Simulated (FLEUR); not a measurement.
CuI (Marshite) under changes of volume

One of the cells (27.859 Å³/atom); the others are scaled copies at fixed shape and fractional positions:

```
CELL_PARAMETERS angstrom
0.00000 3.03150 3.03150
3.03150 0.00000 3.03150
3.03150 3.03150 0.00000
ATOMIC_POSITIONS crystal
I 0.00000 0.00000 0.00000
Cu 0.75000 0.75000 0.75000
```

```yaml
Program: FLEUR MaX-R8.1 (later development tree)
Functional: PBEsol
Potentials_or_basis: all-electron
Basis: FLAPW
Kmax: 4.54 1/bohr
k_mesh: 8 × 8 × 8
Occupations: fermi-dirac, width 0.05 eV
Spin: no spin polarisation
```

| volume (Å³/atom) | energy over the lowest point (meV/atom) | gap on the mesh (eV) |
| --- | --- | --- |
| 26.188 | 0.00 | 1.17 |
| 26.745 | 1.67 | 1.11 |
| 27.302 | 6.63 | 1.06 |
| 27.859 | ? | ? |
| 28.417 | 24.46 | 0.96 |
| 28.974 | 36.75 | 0.91 |
| 29.531 | 50.97 | 0.87 |

Question: What does the run at 27.859 Å³/atom give?

Answer: Energy over the lowest point 14.36 meV/atom; gap on the mesh 1.00 eV.

Worked out: A Birch-Murnaghan fit of order 3 (a polynomial in V^(-2/3)) to the other rows has its minimum at 26.19 Å³/atom with B0 = V·E''(V) = 49 GPa and B' = 5.1. It gives 14.29 meV/atom at 27.859 Å³/atom, against the run's 14.36. A straight line through the other rows of the gap, of slope -2.5 eV per unit of ln V (its deformation potential), gives 1.01 eV, against the run's 1.00.

Energies are extrapolated to zero smearing.

Caveats: spin-orbit coupling is left out, which moves the levels of the heavy elements.
